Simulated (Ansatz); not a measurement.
CaSe:

```xyz
2
Lattice="0.0000 2.9560 2.9560 2.9560 0.0000 2.9560 2.9560 2.9560 0.0000" Properties=species:S:1:pos:R:3 pbc="T T T"
Se    2.9560    2.9560    2.9560
Ca    0.0000    0.0000    0.0000
```

Base run:

- Program: Ansatz 0.2.0
- Functional: PBEsol
- Potentials or basis: all-electron PAW datasets made for the crystal
- Cutoff: 220 eV (chosen from the basis error)
- k mesh: 6 × 6 × 6
- Occupations: fermi-dirac, width 0.05 eV
- Spin: no spin polarisation

Its results: band gap on the k mesh 1.93 eV, indirect (least direct gap 2.88 eV); pressure -1.1 GPa.

Q: The run is repeated on the same cell with these changes: functional from PBEsol to HSE06; cutoff from 220 eV (chosen from the basis error) to 250 eV (chosen from the basis error). What comes out?

A: Band gap on the k mesh 2.97 eV, indirect (least direct gap 4.02 eV); pressure 0.8 GPa.

HSE06 gives the wider gap, since exact exchange removes part of the self-interaction.

A k mesh can miss the band edges.
